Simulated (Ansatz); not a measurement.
What a trial cell of HgTe relaxes into

Level of theory: Ansatz 0.2.0, DFT PBE+D3(BJ), scalar-relativistic, plane waves, PAW. Cutoff 420 eV, Gaussian smearing, Γ-centred meshes. Cell and atoms relax first on a coarse mesh and then on a finer one. In between, the cell is made exact in the group found at 0.06 Å. In metals the finer mesh still leaves noise of several meV/atom or more. The steps can't lower the symmetry of their start. No spin polarisation.

The guess for HgTe was made by a generator: sheets of the AsIr type stacked in turn (P4/nmm, No. 129) (elements of the layers in order: HgTe (AsIr type), HgTe (AsIr type)). A sheet's type names the database crystal that the layer was cut from.

```xyz
4
Lattice="4.1973 0.0000 0.0000 0.0000 4.1973 0.0000 0.0000 0.0000 6.2856" Properties=species:S:1:pos:R:3 pbc="T T T"
Hg    0.0000    0.0000    0.0000
Hg    2.0986    2.0986    0.0000
Te    0.0000    2.0986    1.4328
Te    2.0986    0.0000    4.8528
```

Formation energies are uncorrected and refer to the elements' standard structures at the same level. The references include crystalline Hg.

Question: Where does the relaxation end?

Answer: The symmetry stays P4/nmm (No. 129). The end has the anti-litharge type. The volume per atom grows by 3.7 %, from 27.7 to 28.7 Å³. The shortest distance goes from 2.54 Å (Hg–Te) to 2.95 Å (Hg–Te). The ratio c/a of the conventional cell changes by a factor of 0.71. The energy falls by about 1.2 eV/atom (the start's value is from the coarse mesh). Conventional cell: a = 4.760 Å, c = 5.069 Å. Around Hg lie 4 Te at 2.95 Å and 4 Hg at 3.37 Å; Te is surrounded by 4 Hg at 2.95 Å.

```cif
data_structure
_symmetry_space_group_name_H-M 'P 1'
_symmetry_Int_Tables_number 1
_cell_length_a 4.7602
_cell_length_b 4.7602
_cell_length_c 5.0691
_cell_angle_alpha 90.000
_cell_angle_beta 90.000
_cell_angle_gamma 90.000
_cell_volume 114.86
loop_
_atom_site_label
_atom_site_type_symbol
_atom_site_fract_x
_atom_site_fract_y
_atom_site_fract_z
_atom_site_occupancy
Hg1 Hg 0.00000 0.00000 0.00000 1
Hg2 Hg 0.50000 0.50000 0.00000 1
Te1 Te 0.00000 0.50000 0.34347 1
Te2 Te 0.50000 0.00000 0.65653 1
```

Question: How does it come out in energy, and is it a metal?

Answer: The energy over the elements is −0.01 eV/atom and the gap on the 10×10×10 mesh of the 4-atom cell is 0 eV (a metal).

The formation energy is too near zero to say whether this cell lies below the elements.

The last run used Gaussian smearing of 0.10 eV. The k mesh leaves some 4 meV/atom of noise in the energy of each metallic cell. These runs have no spin–orbit coupling, which can matter for Hg and Te. A structure relaxed within its symmetry needn't be a true minimum.
